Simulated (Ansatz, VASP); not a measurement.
## One calculation of BN, two programs

INCAR

```
PREC = Accurate
ENCUT = 520
EDIFF = 1E-7
ISMEAR = -1
SIGMA = 0.05
LREAL = F
LASPH = T
NELM = 60
ALGO = Normal
ISIF = 2
LWAVE = F
LCHARG = F
GGA = PE
NBANDS = 11
```

Contents of KPOINTS:

```
Automatic mesh
0
Gamma
  14 14 14
```

File POSCAR:

```
BN
1.0
    1.9011231338      0.0000000000      0.0000000000
    0.0000000000      1.9011231338      0.0000000000
    0.0000000000      0.0000000000      1.9011231338
B N
1 1
Direct
    0.0000000000      0.0000000000      0.0000000000
    0.5000000000      0.5000000000      0.5000000000
```

Input for Ansatz:

```yaml
crystal:
  lattice:
    - [1.9011231338, 0.0, 0.0]
    - [0.0, 1.9011231338, 0.0]
    - [0.0, 0.0, 1.9011231338]
  atoms:
    - { symbol: B, position: [0.0, 0.0, 0.0] }
    - { symbol: "N", position: [0.5, 0.5, 0.5] }
kpoints:
  mp_grid: { grid: [14, 14, 14] }
  band_path:
    path:
      - [0.0, 0.0, 0.0]
      - [0.0, 0.5, 0.0]
      - [0.5, 0.5, 0.0]
      - [0.0, 0.0, 0.0]
      - [0.5, 0.5, 0.5]
      - [0.0, 0.5, 0.0]
      - [0.5, 0.5, 0.5]
      - [0.5, 0.5, 0.0]
    npoints: 8
scf:
  occupations: { method: fermi_dirac, width: 0.05 }
hamiltonian:
  xc: pbe
  pseudopotentials: { kind: all_electron, lapw: { basis_error: 0.001 } }
output:
  forces: true
  stress: true
  eigenvalues: true
  populations: true
  dos: { projected: true, de: 0.2, e_range: [-14, 8] }
```

Change from the starting cell: volume scaled by 0.55, LAPW.

Alike in both runs: task single point; functional PBE; k mesh 14 × 14 × 14; occupations fermi-dirac, width 0.05 eV; no spin polarisation.

|  | VASP | Ansatz |
| --- | --- | --- |
| version | VASP 6.6.1 | Ansatz 0.2.0 |
| potentials or method | VASP PAW PBE potentials, release 64 (B, N) | all-electron LAPW, scalar-relativistic |
| plane-wave cutoff (eV) | 520 | see its input |

|  | VASP | Ansatz | Ansatz less VASP |
| --- | --- | --- | --- |
| pressure (GPa) | 473.8 | 472.8 | -1.01 |

Ansatz ran all-electron here, so the differences hold the error of VASP's frozen core and of both bases.

Caveats: the cell as given lies far from equilibrium; so large a pressure means that the cell lies far from this level's equilibrium, or that cutoff or potentials fall short (VASP).
